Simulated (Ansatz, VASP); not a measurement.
Two plane-wave programs on Al

```xyz
1
Lattice="0.0000 2.0746 1.9228 2.0746 0.0000 1.9228 2.0746 2.0746 0.0000" Properties=species:S:1:pos:R:3 pbc="T T T"
Al    0.0000    0.0000    0.0000
```

Change from the starting cell: strain +0.025 along x and y, -0.050 along z, atoms carried along.

Alike in both runs: task single point; functional PBEsol; k mesh 20 × 20 × 20; occupations gaussian, width 0.15 eV; no spin polarisation.

|  | VASP | Ansatz |
| --- | --- | --- |
| version | VASP 6.6.1 | Ansatz 0.2.0 |
| potentials or method | VASP PAW PBE potentials, release 64 (Al) | scalar-relativistic, plane waves, PAW |
| plane-wave cutoff (eV) | 520 | 420 |
| valence electrons in the cell | 3 | 3 |

Ansatz gave:

```
gap on the k mesh at the Fermi level (eV)       : none
pressure (GPa)                                  : -1.4
largest component of the traceless stress (GPa) : 2.26
```

**Question.** What did VASP give for the same quantities?

**Answer.** gap on the k mesh at the Fermi level (eV): none; pressure (GPa): -1.4; largest component of the traceless stress (GPa): 2.28.

A gap of «none» marks a metal or a gap that the smearing closes. With one functional, cell and mesh, what is left measures potentials, basis and numerics.

Caveats: the PAW data sets were made with another functional, which shifts forces and pressure a little (VASP).
